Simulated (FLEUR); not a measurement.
Hf:

```
CELL_PARAMETERS angstrom
-1.80500 1.80500 1.80500
1.80500 -1.80500 1.80500
1.80500 1.80500 -1.80500
ATOMIC_POSITIONS crystal
Hf 0.00000 0.00000 0.00000
```

This isn't the form of Hf at room conditions, which is hcp.

```yaml
Program: FLEUR MaX-R8.1 (later development tree)
Task: single point
Functional: PBE
Potentials_or_basis: all-electron
Basis: FLAPW
Kmax: 3.8 1/bohr
k_mesh: 10 × 10 × 10
Occupations: fermi-dirac, width 0.05 eV
Spin: no spin polarisation
Gmax: 11.8 1/bohr
Muffin-tin_radii: Hf 2.66 bohr
lmax: Hf 11
Local_orbitals_a_species: Hf 4
Max_iterations: 60
Mixing_factor: 0.05
Mixer: Anderson
Mixer_history: 15
Density_convergence: 1e-05 me/bohr^3
```

On this cell: band gap on the k mesh none (metal or under the smearing width).

The same run follows on a disturbed copy (cell strained at random at fixed volume):

```xyz
1
Lattice="-1.7354 1.7881 1.8403 1.7684 -1.7611 1.8463 1.7818 1.8075 -1.8133" Properties=species:S:1:pos:R:3 pbc="T T T"
Hf   -0.0019   -0.0364   -0.0241
```

Q: What does the disturbed cell give?

A: The energy (extrapolated to zero smearing) moves by +2.0 meV/atom; band gap on the k mesh none (metal or under the smearing width).
